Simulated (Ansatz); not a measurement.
# Ge: the cost of one run

Computed with Ansatz 0.2.0 (DFT PBE, scalar-relativistic, plane waves, PAW, unless a step's input says otherwise).

1 further run of the same task is left out (set aside as unsound or not needed).

## 1. The system as given

It takes space group P6_3/mmc (No. 194, hexagonal). Conventional cell: a = 4.058 Å, b = 4.058 Å, c = 6.693 Å, α = 90.00°, β = 90.00°, γ = 120.00°. Around Ge (site symmetry 3m) lie 4 Ge at 2.49 to 2.51 Å.

As a file:

```
CELL_PARAMETERS angstrom
4.05849 0.00000 0.00000
-2.02924 3.51475 0.00000
0.00000 0.00000 6.69306
ATOMIC_POSITIONS crystal
Ge 0.66667 0.33333 0.06279
Ge 0.33333 0.66667 0.56279
Ge 0.66667 0.33333 0.43721
Ge 0.33333 0.66667 0.93721
```

It goes back to an entry of the Materials Project, which need not be the stable form.

It is the result of an earlier relaxation at this level (volume 23.87 Å³/atom; gap on the mesh: none (metal)).

## 2. The scan

The energy is mapped over two normal modes frozen in (zone-centre modes of the cell shown, which folds in the wave vector (0, 1/2, 0) of the primitive cell).

- amplitude of mode 4 (53 cm⁻¹), largest displacement: 9 values from −0.315 to 0.315 Å
- amplitude of mode 5 (53 cm⁻¹), largest displacement: 9 values from −0.315 to 0.315 Å

Nothing else is relaxed (the cell and all other modes fixed). Energies count from the relaxed high-symmetry cell. Points are written as (first, second).

The modes come from a phonon run on the reference cell, made beforehand.

Displacement patterns for an amplitude of 1 (Å):

```csv
atom,x1,y1,z1,x2,y2,z2
Ge1,1.000,0.000,0.000,0.000,1.000,0.000
Ge2,1.000,0.000,0.000,0.000,1.000,0.000
Ge3,-1.000,0.000,0.000,0.000,-1.000,0.000
Ge4,-1.000,0.000,0.000,0.000,-1.000,0.000
Ge5,-1.000,0.000,0.000,0.000,-1.000,0.000
Ge6,-1.000,0.000,0.000,0.000,-1.000,0.000
Ge7,1.000,0.000,0.000,0.000,1.000,0.000
Ge8,1.000,0.000,0.000,0.000,1.000,0.000
```

## 3. Point (−0.079 Å, −0.315 Å)

Input file input.yaml:

```yaml
crystal:
  lattice:
    - [-4.0584862908, 0.0, 0.0]
    - [0.0, 0.0, -6.6930647484]
    - [0.0, -7.0295044574, 0.0]
  atoms:
    - { symbol: Ge, position: [0.0193914663, 0.9372088633, 0.3781444579] }
    - { symbol: Ge, position: [0.5193914663, 0.9372088633, 0.8781444579] }
    - { symbol: Ge, position: [0.4806085337, 0.4372088633, 0.1218555421] }
    - { symbol: Ge, position: [-0.0193914663, 0.4372088633, 0.6218555421] }
    - { symbol: Ge, position: [-0.0193914663, 0.5627911367, 0.2885222087] }
    - { symbol: Ge, position: [0.4806085337, 0.5627911367, 0.7885222087] }
    - { symbol: Ge, position: [0.5193914663, 0.0627911367, 0.2114777913] }
    - { symbol: Ge, position: [0.0193914663, 0.0627911367, 0.7114777913] }
basis:
  ecutwfc: 420
kpoints:
  mp_grid: { grid: [10, 6, 6] }
hamiltonian:
  xc: pbe
  pseudopotentials: { kind: paw, azcp: { folder: soft_1 } }
scf:
  occupations: { method: gaussian, width: 0.15 }
output:
  forces: true
  stress: true
  eigenvalues: true
```

On the command line:

```console
ansatz run input.yaml --threads 4 --pin off --max-ram 8192MiB --backend cpu --events-out ev --progress --plain --runs-dir out
```

**Question.** How long does this run take on 4 threads of Intel Xeon Platinum 8259CL at 2.50GHz (Skylake/Cascade Lake), shared host, and how much memory does it need?

About 54 s, with a peak of 1.4 GiB.
